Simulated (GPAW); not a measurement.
# MoS2 (P6_3/mmc) in GPAW: single point with LDA

Aim: the single point of MoS2 with LDA.

All numbers are computed with GPAW 26.7.0; they aren't measurements. Logs are shortened: lines on timing, memory, paths and dates and some standing lists are left out, and cuts for length are marked. The log counts tension as positive stress, the text compression.

**Experimental background.**

“Multiwavelength excitation Raman Scattering Analysis of bulk and 2 dimensional MoS2: Vibrational properties of atomically thin MoS2 layers”, 2015, arxiv:1506.03228 reports, for a bulk crystal of MoS2 at 300 K: band gap 1.3 eV (indirect).

The results are compared with them further down.

## (1) The crystal as given

It takes space group P6_3/mmc (No. 194, hexagonal). The conventional cell has a = 3.169 Å, b = 3.169 Å, c = 12.324 Å, α = 90.00°, β = 90.00°, γ = 120.00°. Mo (site symmetry -6m2) has 6 S at 2.41 Å as nearest neighbours. S (site symmetry 3m) is surrounded by 3 Mo at 2.41 Å.

## (2) Single point, LDA

run.py

```python
from ase import Atoms
from ase.dft.bandgap import bandgap
from ase.io import write
from ase.units import GPa
from gpaw import GPAW, PW

atoms = Atoms(['Mo', 'Mo', 'S', 'S', 'S', 'S'],
              cell=[[3.169, 0.0, 0.0],
                    [-1.5845, 2.7444345046, 0.0],
                    [0.0, 0.0, 12.324]],
              scaled_positions=[[0.6666666667, 0.3333333333, 0.75],
                                [0.3333333333, 0.6666666667, 0.25],
                                [0.6666666667, 0.3333333333, 0.377],
                                [0.3333333333, 0.6666666667, 0.877],
                                [0.6666666667, 0.3333333333, 0.123],
                                [0.3333333333, 0.6666666667, 0.623]],
              pbc=True)

calc = GPAW(mode=PW(450),
            xc='LDA',
            kpts={'size': (8, 8, 2), 'gamma': True},
            occupations={'name': 'fermi-dirac', 'width': 0.05},
            nbands=46,
            maxiter=120,
            txt='gpaw.txt')
atoms.calc = calc
energy = atoms.get_potential_energy()
forces = atoms.get_forces()
stress = atoms.get_stress()
calc.write('gs.gpw')
write('result.traj', atoms)
print(f'Energy: {energy:.6f} eV')
print('Forces (eV/A):')
print(forces.round(4))
print('Stress (GPa):', (stress / GPa).round(3))
print('Fermi level:', round(calc.get_fermi_level(), 4), 'eV')
print(f'Gap: {bandgap(calc)[0]:.4f} eV, direct: {bandgap(calc, direct=True)[0]:.4f} eV')
```

Potentials or basis: the program's PAW data sets (release 1.2.1) made for this functional, pw.

On the command line:

```sh
OMP_NUM_THREADS=1 python run.py
```

gpaw.txt:

```text
__  _  _
 | _ |_)|_||  |
 |__||  | ||/\| - 26.7.0

Input parameters:
  mode=PW(ecut=450.00000000000006),
  kpts=MonkhorstPack(size=(8, 8, 2), gamma=True),
  maxiter=120,
  nbands=46,
  occupations=Occupations(name='fermi-dirac', width=0.05),
  xc=XC(name='LDA')

Diagonalizing LCAO Hamiltonian
Converting LCAO to pw mode

        S

           Mo
        S

           S
        Mo

           S

Atoms  # Å, Bohr magnetons
|   | symbol |         x |        y |         z |    initial magnetic moments |
|---|--------|-----------|----------|-----------|-----------------------------|
| 0 |     Mo |  1.584500 | 0.914812 |  9.243000 | ( 0.0000,  0.0000,  0.0000) |
| 1 |     Mo | -0.000000 | 1.829623 |  3.081000 | ( 0.0000,  0.0000,  0.0000) |
| 2 |      S |  1.584500 | 0.914812 |  4.646148 | ( 0.0000,  0.0000,  0.0000) |
| 3 |      S | -0.000000 | 1.829623 | 10.808148 | ( 0.0000,  0.0000,  0.0000) |
| 4 |      S |  1.584500 | 0.914812 |  1.515852 | ( 0.0000,  0.0000,  0.0000) |
| 5 |      S | -0.000000 | 1.829623 |  7.677852 | ( 0.0000,  0.0000,  0.0000) |

Unit cell  # Å
| periodic |         x |        y |         z |   lengths |     angles |
|----------|-----------|----------|-----------|-----------|------------|
|      yes |  3.169000 | 0.000000 |  0.000000 |  3.169000 |  90.000000 |
|      yes | -1.584500 | 2.744435 |  0.000000 |  3.169000 |  90.000000 |
|      yes |  0.000000 | 0.000000 | 12.324000 | 12.324000 | 120.000000 |

Number of symmetries: 12
Symmetry operations  # r_c * U_cc + t_c -> r_c
|    | kind |            matrix            |
|----|------|------------------------------|
|  0 |  σ   |  1, 1, 0,  0,-1, 0,  0, 0, 1 |
|  1 |  S6  |  1, 1, 0, -1, 0, 0,  0, 0,-1 |
|  2 |  E   |  1, 0, 0,  0, 1, 0,  0, 0, 1 |
|  3 |  C2  |  1, 0, 0, -1,-1, 0,  0, 0,-1 |
|  4 |  C2  |  0, 1, 0,  1, 0, 0,  0, 0,-1 |
|  5 |  C3  |  0, 1, 0, -1,-1, 0,  0, 0, 1 |
|  6 |  S6  |  0,-1, 0,  1, 1, 0,  0, 0,-1 |
|  7 |  σ   |  0,-1, 0, -1, 0, 0,  0, 0, 1 |
|  8 |  σ   | -1, 0, 0,  1, 1, 0,  0, 0, 1 |
|  9 |  i   | -1, 0, 0,  0,-1, 0,  0, 0,-1 |
| 10 |  C3  | -1,-1, 0,  1, 0, 0,  0, 0, 1 |
| 11 |  C2  | -1,-1, 0,  0, 1, 0,  0, 0,-1 |

BZ-sampling:
  Number of BZ points: 128
  Number of IBZ points: 20

  Monkhorst-Pack size: [8, 8, 2]
  Monkhorst-Pack shift: [0.0625, 0.0625, 0.25]

K-points  # in reciprocal-cell coordinates
|     |                                coordinates |     weight |
|-----|--------------------------------------------|------------|
|   0 | (  0.00000000,   0.00000000,   0.00000000) | 0.00781250 |
|   1 | (  0.00000000,   0.00000000,   0.50000000) | 0.00781250 |
|   2 | (  0.12500000,   0.00000000,   0.00000000) | 0.04687500 |
|   3 | (  0.12500000,   0.00000000,   0.50000000) | 0.04687500 |
|   4 | (  0.25000000,  -0.12500000,   0.00000000) | 0.04687500 |
|   5 | (  0.25000000,  -0.12500000,   0.50000000) | 0.04687500 |
|   6 | (  0.25000000,   0.00000000,   0.00000000) | 0.04687500 |
|   7 | (  0.25000000,   0.00000000,   0.50000000) | 0.04687500 |
|   8 | (  0.37500000,  -0.12500000,   0.00000000) | 0.09375000 |
|   9 | (  0.37500000,  -0.12500000,   0.50000000) | 0.09375000 |
| ... |                                            |            |
|  19 | (  0.50000000,   0.50000000,   0.50000000) | 0.02343750 |

Plane wave coefficients: 2382
Cutoff: 450.00000000000006 eV

Spin-components: 1 (collinear spins)
Bands:           46
Projectors:      32
Spin-degeneracy: 2
Datatype:        complex128

Parallelization:
  kpt:    1
  domain: 1
  band:   1

Density:
  Valence electrons: 52.0
  Components: 1
  Grid points: [16 16 63]
  Charge: 0.0  # |e|

Potential:
  Grid points: [16 16 63]

species:
  Mo:
    name:    Molybdenum
    Z:       42.0
    valence: 14
    core:    28
    charge:  0.0  # [|e|]
    compensation charges:
      type: gauss
      rc: 0.38  # [Å]
      lmax: 2
    cutoffs:
      filter: 2.16  # [Å]
      core: 1.42  # [Å]
    projectors
    | kind |    occ | energy [eV] | rcut [Å] |
    |------|--------|-------------|----------|
    |   4s |  2.000 |     -64.384 |    1.238 |
    |   5s |  1.000 |      -4.319 |    1.238 |
    |   4p |  6.000 |     -38.595 |    1.296 |
    |   5p |  0.000 |      -1.161 |    1.296 |
    |   4d |  5.000 |      -3.933 |    1.296 |
    |    d |        |      23.278 |    1.296 |

    Using partial waves for Mo as LCAO basis

  S:
    name:    Sulfur
    Z:       16.0
    valence: 6
    core:    10
    charge:  0.0  # [|e|]
    compensation charges:
      type: gauss
      rc: 0.24  # [Å]
      lmax: 2
    cutoffs:
      filter: 1.77  # [Å]
      core: 1.66  # [Å]
    projectors
    | kind |    occ | energy [eV] | rcut [Å] |
    |------|--------|-------------|----------|
    |   3s |  2.000 |     -17.278 |    0.974 |
    |   3p |  4.000 |      -7.106 |    0.979 |
    |    s |        |       9.933 |    0.974 |
    |    p |        |      20.105 |    0.979 |
    |    d |        |       0.000 |    0.900 |

    Using partial waves for S as LCAO basis

Reference energy: -263337.961849  # eV

eigensolver:
  PPCG
  Converge bands: occupied
  niter=2

density mixing:
  MSR1-Mixer
  Pratt-step length: 0.05
  Maximum mixing coefficient: 0.75
  Old densities: 10
  SVD Regularization: 0.005
  Good broyden scale: 1.0
  Trust region scale: 1.0
  Backstep threshold: 4.0
  History deletion threshold: 6.0
  Fourier metric: weight=20.0, sigma=0.015

occupation numbers:
  Fermi-Dirac:
    width: 0.0500  # eV

poisson solver:
  ecut: 3600.0000000000005  # eV

xc functional:
  name: None

convergence criteria:
- Maximum [total energy] change in last 3 cyles: 0.0005 eV / valence electron
- Maximum integral of absolute [dens]ity change: 0.0001 electrons / valence electron
- Maximum integral of absolute [eigenst]ate change: 4e-08 eV^2 / valence electron
maximum number of iterations: 120

SCF iterations
|iter     | |      energy | eigst |  dens |
|---------|-|-------------|-------|-------|
|iter:   1| |  -52.614214 | +0.49 |       |
|iter:   2| |  -51.816616 | -1.18 | -0.99 |
|iter:   3| |  -49.802271 | -1.16 | -1.07 |
|iter:   4| |  -49.632326 | -1.96 | -1.46 |
|iter:   5| |  -49.616257 | -2.60 | -1.79 |
|iter:   6| |  -49.621363c| -3.14 | -2.07 |
|iter:   7| |  -49.604629c| -3.74 | -2.29 |
|iter:   8| |  -49.604543c| -5.26 | -3.02 |
|iter:   9| |  -49.604545c| -6.12 | -3.45 |
|iter:  10| |  -49.604545c| -7.59c| -4.40c|

Converged in 10 steps
Energy contributions relative to reference atoms: (reference = -263337.961849)

Energy contributions:
  Kinetic:          -7.837560
  Coulomb:          -4.912184
  Zero:             -0.329067
  External:          0.000000
  Xc:              -36.525730
  Entropy:          -0.000007
  Spinorbit:         0.000000
  ----------------------------
  Free energy:     -49.604548
  Extrapolated:    -49.604545

dipole moment: (0.000001, 0.000002, 0.000007)  # |e|*Ang

Fermi level: 8.335
Eigenvalues  # (at kpt = [0.000, 0.000, 0.000])
| band index |      eig [eV] | occ [0-2] |
|------------|---------------|-----------|
|          0 |       -53.474 |     2.000 |
|        ... |               |           |
|         18 |         4.693 |     2.000 |
|         19 |         5.777 |     2.000 |
|         20 |         5.777 |     2.000 |
|         21 |         5.824 |     2.000 |
|         22 |         5.824 |     2.000 |
|         23 |         6.750 |     2.000 |
[... 8 lines left out ...]
|         32 |        10.375 |     0.000 |
|         33 |        10.375 |     0.000 |
|        ... |               |           |
|         45 |        20.291 |     0.000 |

Gap: 0.903 eV
Transition (v -> c):
  (s=0, k=0, n=25, [0.00, 0.00, 0.00]) -> (s=0, k=8, n=26, [0.38, -0.12, 0.00])
Direct/indirect transitions are different
Direct gap: 1.911 eV
Transition at: (s=0, k=12, n=25, [0.38, 0.38, 0.00])

Forces  # eV/Ang
|        x |        y |        z |
|----------|----------|----------|
| -0.00000 |  0.00000 | -0.00026 |  # Mo   0
| -0.00000 |  0.00000 |  0.00026 |  # Mo   1
|  0.00000 |  0.00000 | -0.52643 |  # S    2
|  0.00000 |  0.00000 | -0.52447 |  # S    3
|  0.00000 | -0.00000 |  0.52447 |  # S    4
|  0.00000 |  0.00000 |  0.52643 |  # S    5

Stress tensor  # eV/Ang^3
|         x |         y |        z |
|-----------|-----------|----------|
|  0.040146 | -0.000000 | 0.000000 |
| -0.000000 |  0.040146 | 0.000000 |
|  0.000000 |  0.000000 | 0.038092 |

# Writing to gs.gpw (mode='')
```

stdout:

```text
Energy: -49.604545 eV
Forces (eV/A):
[[-0.000e+00  0.000e+00 -3.000e-04]
 [-0.000e+00  0.000e+00  3.000e-04]
 [ 0.000e+00  0.000e+00 -5.264e-01]
 [ 0.000e+00  0.000e+00 -5.245e-01]
 [ 0.000e+00 -0.000e+00  5.245e-01]
 [ 0.000e+00  0.000e+00  5.264e-01]]
Stress (GPa): [ 6.432  6.432  6.103  0.     0.    -0.   ]
Fermi level: 8.3355 eV
Gap: 0.9035 eV, direct: 1.9111 eV
```

Wall time 41 s (1 thread of Arm Neoverse V1, shared host); peak memory 0.19 GiB.

Results:

```
Free energy            : -49.6045 eV
Pressure               : -6.3 GPa
Largest force          : 0.526 eV/Å
Band gap on the k mesh : 0.90 eV, indirect (least direct gap 1.91 eV)
```

Forces on the atoms (eV/Å):
```
Mo   0.000  0.000  0.000
Mo   0.000  0.000  0.000
S    0.000  0.000 -0.526
S    0.000  0.000 -0.524
S    0.000  0.000  0.524
S    0.000  0.000  0.526
```

Levels at points of the mesh, in eV from the valence-band top:
```csv
k point,band 24,band 25,band 26,band 27,band 28,band 29
"(0.00, 0.00, 0.00)",-1.20,-1.16,0.00,2.08,2.08,2.11
"(0.00, 0.00, 0.50)",-2.15,-0.27,-0.27,2.08,2.08,2.08
"(0.50, 0.50, 0.00)",-1.52,-1.42,-1.29,1.55,1.60,1.93
"(0.50, 0.50, 0.50)",-1.62,-1.34,-1.34,1.57,1.57,2.08
```

Caveat: the cutoff is short for stress and forces, so pressures can be off by a GPa or more.

## (3) Comparison with measurements

Step 2. A measured gap of MoS2 is 1.3 eV (indirect; 300 K; “Multiwavelength excitation Raman Scattering Analysis of bulk and 2 dimensional MoS2: Vibrational properties of atomically thin MoS2 layers”, 2015, arxiv:1506.03228); the calculated 0.90 eV misses it by -0.40 eV. Spin-orbit coupling on Mo is left out. The value is that of LDA on a finite k mesh, which can miss the band edges, without temperature or zero-point motion. Semilocal functionals fall short of measured gaps as a rule.
